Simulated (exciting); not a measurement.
# CaSe (Fm-3m) in exciting: a series of runs, part 2 of 2

exciting (release sodium).

### Step 3. Single point, PBE

File input.xml:

```xml
<input>
  <title>CaSe</title>
  <structure speciespath="./" tshift="false">
    <crystal scale="1">
      <basevect>0.000000000000 5.586030424394 5.586030424394</basevect>
      <basevect>5.586030424394 0.000000000000 5.586030424394</basevect>
      <basevect>5.586030424394 5.586030424394 0.000000000000</basevect>
    </crystal>
    <species speciesfile="Se.xml" rmt="2">
      <atom coord="0.500000000000 0.500000000000 0.500000000000"/>
    </species>
    <species speciesfile="Ca.xml" rmt="2.2">
      <atom coord="0.000000000000 0.000000000000 0.000000000000"/>
    </species>
  </structure>
  <groundstate do="fromscratch" ngridk="8 8 8" rgkmax="9" gmaxvr="14" lmaxapw="10" lmaxmat="10" lmaxvr="8" xctype="GGA_PBE" stype="Gaussian" swidth="0.00367493" nempty="10" ValenceRelativity="iora*" epsengy="1e-05" epspot="1e-05" maxscl="60" tforce="true" outputlevel="low"/>
</input>
```

Potentials or basis: all-electron LAPW+lo, shipped species files, valence relativity iora*.

The run is started by

```console
$ OMP_NUM_THREADS=1 exciting_smp
```

INFO.OUT:

```text
================================================================================
EXCITING SODIUM started
[... 10 lines left out ...]

 Lattice vectors (cartesian) :
      0.0000000000      5.5860304244      5.5860304244
      5.5860304244      0.0000000000      5.5860304244
      5.5860304244      5.5860304244      0.0000000000

 Reciprocal lattice vectors (cartesian) :
     -0.5624016367      0.5624016367      0.5624016367
      0.5624016367     -0.5624016367      0.5624016367
      0.5624016367      0.5624016367     -0.5624016367

 Unit cell volume                           :     348.6100362095
 Brillouin zone volume                      :       0.7115406548

 Species :    1 (Se)
     parameters loaded from                 :    Se.xml
     name                                   :    selenium

     atomic positions (lattice) :
       1 :   0.50000000  0.50000000  0.50000000

 Species :    2 (Ca)
     parameters loaded from                 :    Ca.xml
     name                                   :    calcium

     atomic positions (lattice) :
       1 :   0.00000000  0.00000000  0.00000000

 Total number of atoms per unit cell        :       2

 Spin treatment                             :    spin-unpolarised

 Number of Bravais lattice symmetries       :      48
 Number of crystal symmetries               :      48

[... 29 lines left out ...]
 Output level for this task is set to low

++++++++++++++++++++++++++++++++++++++++++++++++++++++++++++++++++++++++++++++++
[... 5 lines left out ...]
+ SCF iteration number :    1                                                  +
++++++++++++++++++++++++++++++++++++++++++++++++++++++++++++++++++++++++++++++++
 Total energy                               :     -3114.43806683
 _______________________________________________________________
 Fermi energy                               :         0.17803360
 DOS at Fermi energy (states/Ha/cell)       :         0.00000000
 Electron charge: Core leakage              :         0.00079695
[... 216 lines left out ...]
 RMS change in effective potential (target) :  0.236244E-08  ( 0.100000E-04)
 Absolute change in total energy   (target) :  0.778395E-06  ( 0.100000E-04)
 Charge distance                   (target) :  0.218931E-08  ( 0.100000E-04)
 Abs. change in max-nonIBS-force   (target) :   0.00000      ( 0.500000E-04)

++++++++++++++++++++++++++++++++++++++++++++++++++++++++++++++++++++++++++++++++
| Convergency criteria checked for the last 2 iterations                       +
| Convergence targets achieved. Performing final SCF iteration                 +
++++++++++++++++++++++++++++++++++++++++++++++++++++++++++++++++++++++++++++++++
 Total energy                               :     -3110.78512970
 _______________________________________________________________
 Fermi energy                               :         0.19912474
 DOS at Fermi energy (states/Ha/cell)       :         0.00000000
 Electron charge: Core leakage              :         0.00079817

 Estimated fundamental gap                  :         0.07490999
        valence-band maximum at    1      0.0000  0.0000  0.0000
     conduction-band minimum at   21      0.5000  0.5000  0.0000

++++++++++++++++++++++++++++++++++++++++++++++++++++++++++++++++++++++++++++++++
+ Self-consistent loop stopped                                                 +
++++++++++++++++++++++++++++++++++++++++++++++++++++++++++++++++++++++++++++++++
 STATE.OUT is written

--------------------------------------------------------------------------------
- Writing atomic positions and forces                                          -
--------------------------------------------------------------------------------

 Atomic positions (lattice) :
 atom     1  Se  :     0.50000000    0.50000000    0.50000000
 atom     2  Ca  :     0.00000000    0.00000000    0.00000000

 Total atomic forces including IBS (cartesian) :
 atom     1  Se  :     0.00000000   -0.00000000    0.00000000
 atom     2  Ca  :    -0.00000000    0.00000000    0.00000000

 Atomic force components including IBS (cartesian) :
 atom     1  Se  :     0.00000000    0.00000000    0.00000000   HF force
                 :    -0.00000000   -0.00000000   -0.00000000   core correction
                 :     0.00000000    0.00000000   -0.00000000   IBS correction
 atom     2  Ca  :     0.00000000   -0.00000000   -0.00000000   HF force
                 :     0.00000000    0.00000000    0.00000000   core correction
                 :    -0.00000000   -0.00000000    0.00000000   IBS correction

********************************************************************************
* Groundstate module stopped                                                   *
********************************************************************************

--------------------------------------------------------------------------------
- CAUTION! Warnings have been written in file WARNING.OUT !                    -
--------------------------------------------------------------------------------
================================================================================
| EXCITING SODIUM stopped                                                      =
================================================================================
```

EVALCORE.OUT:

```text
Species :    1 (Se), atom :    1
 n =  1, l =  0, k =  1 :   -458.9752160
 n =  2, l =  0, k =  1 :   -58.60895199
 n =  2, l =  1, k =  1 :   -52.53269806
 n =  2, l =  1, k =  2 :   -50.99802035
 n =  3, l =  0, k =  1 :   -7.415579194
 n =  3, l =  1, k =  1 :   -5.337910909
 n =  3, l =  1, k =  2 :   -5.122120210

Species :    2 (Ca), atom :    1
 n =  1, l =  0, k =  1 :   -144.6870604
 n =  2, l =  0, k =  1 :   -14.78707485
 n =  2, l =  1, k =  1 :   -11.95160888
 n =  2, l =  1, k =  2 :   -11.81607970
```

WARNINGS.OUT:

```text
Inversion symmetry is present. Consider using input%groundstate%solver%type = "inversionsymmetry"
```

Wall time 2.6 min (1 thread of Arm Neoverse V2, shared host); peak memory 0.14 GiB.

What came out:

```yaml
Free_energy: -84648.7757 eV
Band_gap_on_the_k_mesh: 2.04 eV, indirect (least direct gap 2.97 eV)
```

### Step 4. Against experiment

Step 2. Against the measured gap of CaSe, 3.85 eV (indirect; 2 K; a printed reference work, monograph, original work of 1988), the calculated 1.94 eV is off by -1.91 eV. Spin-orbit coupling on Se is left out. The value is that of PBEsol on a finite k mesh, which can miss the band edges, without temperature or zero-point motion. Semilocal functionals fall short of measured gaps as a rule.

Step 3. A measured gap of CaSe is 3.85 eV (indirect; 2 K; a printed reference work, monograph, original work of 1988); the calculated 2.04 eV misses it by -1.81 eV. Spin-orbit coupling on Se is left out. The value is that of PBE on a finite k mesh, which can miss the band edges, without temperature or zero-point motion. Semilocal functionals fall short of measured gaps as a rule.
